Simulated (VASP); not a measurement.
# MgO (P1) in VASP: a series of runs

Runs on MgO. Level: PBEsol. Tasks: single point, molecular dynamics.

Everything below comes from runs of VASP 6.6.1. Logs are shortened: lines on timing, memory, paths and dates and some standing lists are left out, and cuts for length are marked.

## (1) The structure

The typed cell holds 16 atoms: a = 5.965 Å, b = 5.965 Å, c = 5.965 Å, α = 60.00°, β = 60.00°, γ = 60.00°.

## (2) Single point, PBEsol

INCAR

```
SYSTEM = MgO
ALGO = Normal ; EDIFF = 1E-7
ENCUT = 520 ; GGA = PS
ISIF = 2 ; ISMEAR = -1
LASPH = .True. ; LCHARG = .False.
LREAL = Auto ; LWAVE = .False.
NBANDS = 46 ; NELM = 100
PREC = Accurate ; SIGMA = 0.05
```

KPOINTS

```
k-points
0
Gamma
  2 2 2
  0 0 0
```

POSCAR

```
MgO
1.0
    0.0000000000      4.2181000000      4.2181000000
    4.2181000000      0.0000000000      4.2181000000
    4.2181000000      4.2181000000      0.0000000000
Mg O
8 8
Direct
   -0.0847419454     -0.0562457030      0.0991323108
   -0.0753656860     -0.1210023470      0.6119342832
   -0.0747730021      0.3998245656      0.1187975629
   -0.0676015268      0.4052654039      0.6004717764
    0.4514947488     -0.0827031128      0.1236220099
    0.4338920367     -0.0921504943      0.5783172518
    0.3908868922      0.4180792300      0.1129181385
    0.4399255589      0.4056921363      0.6491903938
    0.1945307129      0.1626443185      0.3409473460
    0.2073919537      0.1231123017      0.8558592731
    0.2089922003      0.6520589839      0.3504302885
    0.1637230032      0.6665797397      0.8521609255
    0.6596571916      0.1970555463      0.3508214599
    0.7283018421      0.1645171997      0.8066546549
    0.6958227638      0.6483132216      0.3528721462
    0.7337071193      0.6314098765      0.8431639838
```

Potentials or basis: VASP PAW PBE potentials, release 64 (Mg, O).

Run with:

```
$ cat potpaw_PBE.64/Mg/POTCAR potpaw_PBE.64/O/POTCAR > POTCAR
$ mpirun -np 1 vasp_std > vasp.out
```

OUTCAR:

```text
SYSTEM = MgO
   EDIFF = 1E-7
   ENCUT = 520
   GGA = PS
   ISIF = 2
   ISMEAR = -1
   LASPH = .True.
   LREAL = Auto
   NELM = 100
   PREC = Accurate

 ion  position               nearest neighbor table
   1  0.915  0.944  0.099-  10 2.02  14 2.05  13 2.13  15 2.18  12 2.21  11 2.31   5 2.78   3 2.81
                             4 2.87   6 2.87   2 2.91   7 2.99   7 2.99   2 3.09   4 3.11   6 3.11
   2  0.925  0.879  0.612-  16 1.86  12 2.03  14 2.06  11 2.08  13 2.24   9 2.34   4 2.84   1 2.91
                             3 2.94   6 2.95   5 2.96   8 2.97   3 3.03   6 3.03   8 3.04   5 3.05
   3  0.925  0.400  0.119-  13 1.98  16 1.99  15 2.04   9 2.08  12 2.13  10 2.28   1 2.81   7 2.82
                             4 2.91   2 2.94   8 2.95   5 2.97   5 3.02   2 3.03   8 3.04   4 3.05
   4  0.932  0.405  0.600-  14 1.88  16 1.99  15 2.04   9 2.12  11 2.21  10 2.24   8 2.80   7 2.82
                             2 2.84   1 2.87   3 2.91   6 2.98   6 2.99   3 3.05   1 3.11   2 3.13
   5  0.451  0.917  0.124-   9 1.96  15 2.01  11 2.15  10 2.18  14 2.24  16 2.39   6 2.63   1 2.78
                             7 2.79   8 2.87   2 2.96   3 2.97   3 3.02   2 3.05   8 3.09   1 3.20
   6  0.434  0.908  0.578-   9 2.01  15 2.05  10 2.09  12 2.16  13 2.19  16 2.38   5 2.63   8 2.79
                             1 2.87   7 2.92   2 2.95   4 2.98   4 2.99   2 3.03   7 3.06   1 3.11
   7  0.391  0.418  0.113-   9 1.91  11 2.01  12 2.06  13 2.15  16 2.38  14 2.39   8 2.67   5 2.79
                             3 2.82   4 2.82   6 2.92   1 2.99   1 2.99   6 3.06   4 3.15   3 3.15
   8  0.440  0.406  0.649-  14 1.92  12 1.98  15 2.12  13 2.16  10 2.20  11 2.25   7 2.67   6 2.79
                             4 2.80   5 2.87   3 2.95   2 2.97   3 3.04   2 3.04   5 3.09   4 3.18
   9  0.195  0.163  0.341-   7 1.91   5 1.96   6 2.01   3 2.08   4 2.12   2 2.34
  10  0.207  0.123  0.856-   1 2.02   6 2.09   5 2.18   8 2.20   4 2.24   3 2.28
  11  0.209  0.652  0.350-   7 2.01   2 2.08   5 2.15   4 2.21   8 2.25   1 2.31
  12  0.164  0.667  0.852-   8 1.98   2 2.03   7 2.06   3 2.13   6 2.16   1 2.21
  13  0.660  0.197  0.351-   3 1.98   1 2.13   7 2.15   8 2.16   6 2.19   2 2.24
  14  0.728  0.165  0.807-   4 1.88   8 1.92   1 2.05   2 2.06   5 2.24   7 2.39
  15  0.696  0.648  0.353-   5 2.01   3 2.04   4 2.04   6 2.05   8 2.12   1 2.18
  16  0.734  0.631  0.843-   2 1.86   3 1.99   4 1.99   7 2.38   6 2.38   5 2.39

  LATTYP: Found a face centered cubic cell.
 ALAT       =     8.4362000000

  Lattice vectors:

 A1 = (   0.0000000000,   4.2181000000,   4.2181000000)
 A2 = (   4.2181000000,   0.0000000000,   4.2181000000)
 A3 = (   4.2181000000,   4.2181000000,   0.0000000000)

Analysis of symmetry for initial positions (statically):
=====================================================================
 Subroutine PRICEL returns:
 Original cell was already a primitive cell.

 Routine SETGRP: Setting up the symmetry group for a
 face centered cubic supercell.

 Subroutine GETGRP returns: Found  1 space group operations
 (whereof  1 operations were pure point group operations)
 out of a pool of 48 trial point group operations.

The static configuration has the point symmetry C_1 .

Analysis of symmetry for dynamics (positions and initial velocities):
=====================================================================
 Subroutine PRICEL returns:
 Original cell was already a primitive cell.

 Routine SETGRP: Setting up the symmetry group for a
 face centered cubic supercell.

 Subroutine GETGRP returns: Found  1 space group operations
 (whereof  1 operations were pure point group operations)
 out of a pool of 48 trial point group operations.

The dynamic configuration has the point symmetry C_1 .

 Subroutine INISYM returns: Found  1 space group operations
 (whereof  1 operations are pure point group operations),
 and found     1 'primitive' translations

----------------------------------------------------------------------------------------

                                     Primitive cell

[... 42 lines left out ...]
  energy-cutoff  :      520.00
  volume of cell :      150.10
 maximum number of plane-waves:      4088
 NGX is ok and might be reduce to    48

 number of electron      64.0000005 magnetization

 Free energy of the ion-electron system (eV)
  ---------------------------------------------------
  ext. energy  EPLUGINS =         0.00000000
  ---------------------------------------------------
  free energy    TOTEN  =       -97.17316235 eV

  energy without entropy =      -97.17316235  energy(sigma->0) =      -97.17316235

 E-fermi :   4.6523     XC(G=0): -11.2730

 val. band max:        3.5489294541   @ k =   0.0000   0.0000   0.0000
 cond. band min:       7.3113368302   @ k =   0.0000   0.0000   0.0000
 fundamental gap:      3.7624073761
 Fermi energy:         4.6522503383

 k-point     1 :       0.0000    0.0000    0.0000
  band No.  band energies     occupation
      1     -14.3862      2.00000
      2     -13.4298      2.00000
      3     -13.3227      2.00000
      4     -13.0703      2.00000
      5     -12.6792      2.00000
      6     -12.2668      2.00000
[... 36 lines left out ...]
     43      12.7649      0.00000
     44      14.9292      0.00000

 k-point     2 :       0.5000    0.0000    0.0000
  band No.  band energies     occupation
      1     -13.9525      2.00000
      2     -13.8159      2.00000
      3     -13.3144      2.00000
      4     -13.1402      2.00000
      5     -12.6055      2.00000
      6     -12.3444      2.00000
[... 36 lines left out ...]
     43      14.0685      0.00000
     44      14.4721      0.00000

 k-point     3 :       0.0000    0.5000    0.0000
  band No.  band energies     occupation
      1     -13.9710      2.00000
      2     -13.7678      2.00000
      3     -13.3975      2.00000
      4     -13.0868      2.00000
      5     -12.5974      2.00000
      6     -12.3810      2.00000
[... 224 lines left out ...]
     43      14.2613      0.00000
     44      14.6245      0.00000

 k-point     8 :       0.5000    0.0000    0.5000
  band No.  band energies     occupation
      1     -13.8882      2.00000
      2     -13.7183      2.00000
      3     -13.4385      2.00000
      4     -13.0908      2.00000
      5     -12.6844      2.00000
      6     -12.4903      2.00000
[... 36 lines left out ...]
     43      14.2041      0.00000
     44      14.5686      0.00000
 [bands above 44 left out]

------------------------ aborting loop because EDIFF is reached ----------------------------------------

  FORCE on cell =-STRESS in cart. coord.  units (eV):
  Direction    XX          YY          ZZ          XY          YZ          ZX
  --------------------------------------------------------------------------------------
  -------------------------------------------------------------------------------------
  Total        3.2792096      3.9599476      7.0027109      0.8433943     -0.5458462      0.2876595
  in kB       35.0025069     42.2687502     74.7474136      9.0024484     -5.8264000      3.0704970
  external PRESSURE =      50.6728902 kB  Pullay stress =       0.0000000 kB

 VOLUME and BASIS-vectors are now :
 -----------------------------------------------------------------------------
  energy-cutoff  :      520.00
  volume of cell :      150.10
      direct lattice vectors                 reciprocal lattice vectors
     0.000000000  4.218100000  4.218100000    -0.118536782  0.118536782  0.118536782
     4.218100000  0.000000000  4.218100000     0.118536782 -0.118536782  0.118536782
     4.218100000  4.218100000  0.000000000     0.118536782  0.118536782 -0.118536782

 POSITION                                       TOTAL-FORCE (eV/Angst)
 -----------------------------------------------------------------------------------
      4.39900      4.27880      7.84150        -1.025911      1.172834      0.533984
      6.28890      6.48140      7.60790        -0.003616     -0.230862      1.792600
      2.18760      4.40380      5.58920        -0.409318     -0.576015      0.153705
      4.24230      6.46580      5.64240        -0.018953      1.153310      1.804733
      4.39070      2.42590      5.77370        -2.492615     -1.736738     -1.686007
      6.26880      4.26960      5.65960         2.105083      1.409875      0.133755
[... 8 lines left out ...]
      4.22310      4.42350      5.66970         1.205661     -0.279484      0.821801
      6.21990      6.65140      5.75820         0.748431     -1.553990     -1.845382
 -----------------------------------------------------------------------------------
    total drift:                               -0.005096      0.001012     -0.001570

  FREE ENERGIE OF THE ION-ELECTRON SYSTEM (eV)
  ---------------------------------------------------
  free  energy   TOTEN  =       -97.1731623519 eV

  energy  without entropy=      -97.1731623518  energy(sigma->0) =      -97.17316235
```

Run time: 2.3 min. Hardware: 1 thread of Intel Xeon Platinum 8488C (Sapphire Rapids), shared host; peak memory 0.32 GiB.

Results:

* Free energy: -97.1732 eV
* Pressure: 5.1 GPa
* Largest force: 3.705 eV/Å
* Band gap on the k mesh: 3.76 eV, direct

Forces in eV/Å, atoms in the order of the input:
```
Mg  -1.026  1.173  0.534
Mg  -0.004 -0.231  1.793
Mg  -0.409 -0.576  0.154
Mg  -0.019  1.153  1.805
Mg  -2.493 -1.737 -1.686
Mg   2.105  1.410  0.134
Mg   1.258  1.289  2.697
Mg  -2.324 -2.784 -0.760
O   -0.127 -0.136 -0.539
O    0.933  0.086  0.742
O    0.825 -0.888 -0.444
O   -0.217  1.468  0.532
O   -1.909  0.866 -1.170
O    1.454  0.740 -2.767
O    1.206 -0.279  0.822
O    0.748 -1.554 -1.845
```

Levels at points of the mesh, in eV from the valence-band top:
| k point | band 29 | band 30 | band 31 | band 32 | band 33 | band 34 | band 35 | band 36 |
| --- | --- | --- | --- | --- | --- | --- | --- | --- |
| (0.00, 0.00, 0.00) | -0.68 | -0.43 | -0.16 | 0.00 | 3.76 | 6.58 | 6.64 | 7.01 |
| (0.50, 0.00, 0.00) | -0.90 | -0.62 | -0.59 | -0.22 | 5.86 | 6.31 | 7.95 | 8.25 |
| (0.00, 0.50, 0.00) | -0.85 | -0.65 | -0.52 | -0.37 | 5.82 | 6.14 | 7.99 | 8.22 |
| (0.00, 0.00, 0.50) | -0.80 | -0.64 | -0.37 | -0.34 | 5.90 | 6.07 | 7.96 | 8.27 |
| (0.50, 0.50, 0.50) | -0.95 | -0.74 | -0.23 | -0.07 | 5.65 | 6.37 | 7.69 | 7.97 |
| (0.50, 0.50, 0.00) | -1.07 | -0.80 | -0.45 | -0.41 | 6.52 | 7.10 | 7.55 | 8.10 |
| (0.00, 0.50, 0.50) | -0.94 | -0.83 | -0.65 | -0.30 | 6.50 | 7.40 | 7.74 | 8.09 |
| (0.50, 0.00, 0.50) | -1.07 | -0.79 | -0.60 | -0.49 | 6.54 | 6.82 | 7.89 | 8.21 |

Caveat: the k mesh is coarse (spacing up to 0.65 Å⁻¹), so the values aren't converged; the PAW data sets were made with another functional, which shifts forces and pressure a little.

## (3) Single point, PBEsol

INCAR

```
PREC = Accurate
ENCUT = 520
EDIFF = 1E-6
ISMEAR = -1
SIGMA = 0.05
LREAL = Auto
LASPH = T
NELM = 100
ALGO = Fast
ISIF = 2
LWAVE = F
LCHARG = F
GGA = PS
NBANDS = 46
```

KPOINTS

```
regular mesh
0
Gamma
  2 2 2
```

POSCAR

```
MgO
1.0
    0.0000000000      4.2181000000      4.2181000000
    4.2181000000      0.0000000000      4.2181000000
    4.2181000000      4.2181000000      0.0000000000
Mg O
8 8
Direct
   -0.1508024940     -0.1393518409      0.2004456983
   -0.1618738294     -0.1868376757      0.7612195064
   -0.1580332377      0.3333965530      0.2020340912
   -0.1821673265      0.3855053223      0.7140181598
    0.3251108319     -0.1637822716      0.2199212916
    0.3181171618     -0.1625969038      0.7449918210
    0.3518527299      0.3387662692      0.2063606837
    0.3097958797      0.3463763306      0.6719968706
    0.0697351888      0.0546336028      0.4543870463
    0.0442497807      0.1585903606      0.9483298167
    0.1084255945      0.6117564780      0.3903534767
    0.0664872810      0.6197695645      0.9775372798
    0.6350489557      0.0422465091      0.4705436097
    0.5430881202      0.1178729760      0.9676157512
    0.5492638866      0.5945449373      0.4867712951
    0.6046798322      0.6070268604      0.9415139518
```

Potentials or basis: VASP PAW PBE potentials, release 64 (Mg, O).

Run with:

```
$ cat potpaw_PBE.64/Mg/POTCAR potpaw_PBE.64/O/POTCAR > POTCAR
$ mpirun -np 1 vasp_std > vasp.out
```

Wall time 2 min (1 thread of Intel Xeon Platinum 8488C (Sapphire Rapids), shared host); peak memory 0.33 GiB.

Results (log left out):

* Free energy: -95.7751 eV
* Pressure: 9.0 GPa
* Largest force: 3.987 eV/Å
* Band gap on the k mesh: 3.47 eV, direct

Forces in eV/Å, atoms in the order of the input:
```
Mg   0.376 -1.308 -1.527
Mg   0.927 -2.776  2.708
Mg   3.074  1.657 -0.136
Mg  -2.477 -2.197 -1.480
Mg   0.602  0.844  2.233
Mg  -1.768 -1.283  0.896
Mg  -1.171 -0.995 -1.130
Mg   0.559  2.829  2.047
O    2.349  1.121  1.674
O   -3.713  0.509 -0.356
O    0.470  2.445 -2.408
O   -0.908  0.538 -0.495
O    2.167 -2.710 -0.727
O   -0.924  0.990  0.353
O   -0.979  0.216  0.482
O    1.416  0.119 -2.135
```

Stress tensor (GPa, compression positive):
```
13.90  1.02 -0.60
 1.02  6.31  1.19
-0.60  1.19  6.65
```

Levels at points of the mesh, in eV from the valence-band top:
```tsv
k point	band 29	band 30	band 31	band 32	band 33	band 34	band 35	band 36
(0.00, 0.00, 0.00)	-0.74	-0.35	-0.11	0.00	3.47	6.23	6.47	6.83
(0.50, 0.00, 0.00)	-0.84	-0.80	-0.42	-0.23	5.46	5.96	7.23	8.07
(0.00, 0.50, 0.00)	-1.01	-0.72	-0.52	-0.11	5.53	5.90	7.57	7.63
(0.00, 0.00, 0.50)	-0.98	-0.82	-0.36	-0.12	5.43	5.81	7.46	7.86
(0.50, 0.50, 0.50)	-0.98	-0.80	-0.16	-0.14	5.31	6.24	7.22	7.59
(0.50, 0.50, 0.00)	-1.03	-0.93	-0.75	-0.18	6.11	6.77	7.26	7.59
(0.00, 0.50, 0.50)	-1.07	-0.81	-0.36	-0.27	6.01	6.76	7.52	7.64
(0.50, 0.00, 0.50)	-0.96	-0.74	-0.67	-0.21	6.07	6.93	7.30	7.63
```

Caveat: the k mesh is coarse (spacing up to 0.65 Å⁻¹), so the values aren't converged; the PAW data sets were made with another functional, which shifts forces and pressure a little. PBEsol gaps usually lie below the measured ones, often by a third to a half.

## (4) Molecular dynamics, PBEsol

INCAR

```
PREC = Accurate ; ENCUT = 520
EDIFF = 1E-5 ; ISMEAR = -1
SIGMA = 0.05 ; LREAL = Auto
LASPH = True ; NELM = 100
ALGO = Normal ; ISIF = 2
LWAVE = False ; LCHARG = False
GGA = PS ; NBANDS = 46
IBRION = 0 ; NSW = 40
POTIM = 1.5 ; TEBEG = 1560.0
TEEND = 1560.0 ; ISYM = 0
NELMIN = 4 ; RANDOM_SEED = 428574 0 0
MDALGO = 3 ; LANGEVIN_GAMMA = 10 10
```

KPOINTS

```
Automatic mesh
0
Gamma
  2 2 2
```

POSCAR

```
MgO
1.0
    0.0000000000      4.2181000000      4.2181000000
    4.2181000000      0.0000000000      4.2181000000
    4.2181000000      4.2181000000      0.0000000000
Mg O
8 8
Direct
   -0.0006832200     -0.0176939800      0.0248296700
    0.0037069800      0.0318666400      0.4818405600
    0.0022309200      0.4873601500     -0.0234899600
    0.0122182100      0.5070402300      0.5010204500
    0.5292338600     -0.0091048800     -0.0074395700
    0.4929336700     -0.0075094700      0.5113889100
    0.4795492200      0.4971129400      0.0004961500
    0.5157328000      0.5172908700      0.4815008400
    0.2324475500      0.2518055800      0.2345031900
    0.2557548800      0.2438898100      0.7680914700
    0.2629956600      0.7399191700      0.2858995100
    0.2434124800      0.7525045300      0.7538345700
    0.7467603300      0.2270097900      0.2433851900
    0.7264816700      0.2676294500      0.7513730100
    0.7308648400      0.7781881600      0.2495073600
    0.7482299000      0.7293878600      0.7587570300
```

Run with:

```
$ cat potpaw_PBE.64/Mg/POTCAR potpaw_PBE.64/O/POTCAR > POTCAR
$ mpirun -np 1 vasp_std > vasp.out
```

Run time: 43 min. Hardware: 1 thread of Intel Xeon Platinum 8488C (Sapphire Rapids), shared host; peak memory 0.4 GiB.

Step by step:
| step | potential energy change (eV) | largest force (eV/Å) | pressure (GPa) | volume (Å³) | temperature (K) |
| --- | --- | --- | --- | --- | --- |
| 1 | 0.0000 | 2.6247 | 3.21 | 150.10 | 1657 |
| 2 | 0.0541 | 2.4497 | 3.39 | 150.10 | 1660 |
| 3 | 0.1106 | 2.2052 | 3.57 | 150.10 | 1654 |
| 4 | 0.1763 | 2.2973 | 3.76 | 150.10 | 1684 |
| 5 | 0.2625 | 2.3765 | 4.00 | 150.10 | 1687 |
| 6 | 0.3660 | 2.4531 | 4.29 | 150.10 | 1669 |
| 7 | 0.4733 | 2.4788 | 4.53 | 150.10 | 1597 |
| 8 | 0.5751 | 2.5065 | 4.79 | 150.10 | 1499 |
| 9 | 0.7045 | 2.5789 | 5.09 | 150.10 | 1453 |
| 10 | 0.8615 | 2.7144 | 5.42 | 150.10 | 1302 |
| 11 | 1.0187 | 2.8637 | 5.80 | 150.10 | 1147 |
| 12 | 1.1551 | 2.9896 | 6.11 | 150.10 | 1103 |
| 13 | 1.3032 | 3.1270 | 6.43 | 150.10 | 1102 |
| 14 | 1.4507 | 3.2587 | 6.75 | 150.10 | 1056 |
| 15 | 1.5686 | 3.4130 | 6.99 | 150.10 | 976 |
| 16 | 1.6476 | 3.5601 | 7.17 | 150.10 | 871 |
| 17 | 1.6830 | 3.6655 | 7.24 | 150.10 | 814 |
| 18 | 1.6870 | 3.7907 | 7.23 | 150.10 | 804 |
| 19 | 1.6531 | 3.9130 | 7.12 | 150.10 | 767 |
| 20 | 1.6046 | 3.9462 | 6.92 | 150.10 | 786 |
| 21 | 1.5490 | 3.9386 | 6.72 | 150.10 | 880 |
| 22 | 1.4951 | 3.8781 | 6.45 | 150.10 | 929 |
| 23 | 1.4623 | 3.6747 | 6.27 | 150.10 | 997 |
| 24 | 1.4275 | 3.5004 | 6.06 | 150.10 | 1049 |
| 25 | 1.3970 | 3.2818 | 5.88 | 150.10 | 1072 |
| 26 | 1.3670 | 2.9808 | 5.71 | 150.10 | 1102 |
| 27 | 1.3409 | 2.6953 | 5.54 | 150.10 | 1114 |
| 28 | 1.3015 | 2.5896 | 5.40 | 150.10 | 1142 |
| 29 | 1.2553 | 2.5334 | 5.25 | 150.10 | 1154 |
| 30 | 1.1888 | 2.4398 | 5.10 | 150.10 | 1129 |
| 31 | 1.1117 | 2.3897 | 4.95 | 150.10 | 1131 |
| 32 | 1.0156 | 2.5190 | 4.81 | 150.10 | 1187 |
| 33 | 0.8797 | 2.5903 | 4.61 | 150.10 | 1277 |
| 34 | 0.7297 | 2.6545 | 4.39 | 150.10 | 1268 |
| 35 | 0.6042 | 2.6245 | 4.24 | 150.10 | 1236 |
| 36 | 0.4690 | 2.5446 | 4.01 | 150.10 | 1293 |
| 37 | 0.3555 | 2.4608 | 3.85 | 150.10 | 1317 |
| 38 | 0.2715 | 2.3661 | 3.76 | 150.10 | 1380 |
| 39 | 0.1981 | 2.2822 | 3.75 | 150.10 | 1401 |
| 40 | 0.1437 | 2.1302 | 3.74 | 150.10 | 1400 |

Caveat: the k mesh is coarse (spacing up to 0.65 Å⁻¹), so the values aren't converged; the PAW data sets were made with another functional, which shifts forces and pressure a little.
